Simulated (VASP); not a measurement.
Write the native input for VASP 6.6.1 that does the following.

```yaml
Task: relaxation of cell and atoms
Functional: r2SCAN
Potentials_or_basis: VASP PAW PBE potentials, release 64 (Zn, S)
Cutoff: 600 eV
k_mesh: 9 × 9 × 5
Occupations: gaussian, width 0.03 eV
Spin: no spin polarisation
Further_INCAR_settings: ALGO = Normal; EDIFF = 1e-07; IBRION = 2; EDIFFG = -0.005; NSW = 90; ISIF = 3
```

The structure of ZnS (Wurtzite-2H) lies in POSCAR:

```
ZnS                                     
1.0
    3.8067882326     -0.0000000000     -0.0000000000
   -1.9033941163      3.2967753162     -0.0000000000
    0.0000000000      0.0000000000      6.2456165481
  Zn              S             
     2     2
Direct
     0.3333333332999970    0.6666666667000030    0.0053560640321201
     0.6666666667000030    0.3333333332999970    0.5053560640321199
     0.3333333332999970    0.6666666667000030    0.3796439359678780
     0.6666666667000030    0.3333333332999970    0.8796439359678782
```

One way to write it, as run:

INCAR

```
  PREC = Accurate
  ENCUT = 600
  EDIFF = 1E-7
  ISMEAR = 0
  SIGMA = 0.03
  LREAL = F
  LASPH = T
  NELM = 80
  ALGO = Normal
  ISIF = 3
  LWAVE = F
  LCHARG = F
  METAGGA = R2SCAN
  LMIXTAU = T
  IBRION = 2
  NSW = 90
  EDIFFG = -0.005
```

KPOINTS

```
regular mesh
0
Gamma
  9 9 5
```

Potentials or basis: VASP PAW PBE potentials, release 64 (Zn, S).

Command:

```console
$ cat potpaw_PBE.64/Zn/POTCAR potpaw_PBE.64/S/POTCAR > POTCAR
$ mpirun -np 1 vasp_std > vasp.out
```

Results of the run:

The pressure after relaxing is 0.0 GPa and the band gap on the k mesh is 2.79 eV, direct.

Caveat: the relaxation stopped at its first step, so nothing moved; the PAW data sets were made with another functional, which shifts forces and pressure a little.

Run time: 5.3 min on 1 thread of AMD EPYC 7R13 Processor (Zen 3), on a shared host, peak memory 0.22 GiB.
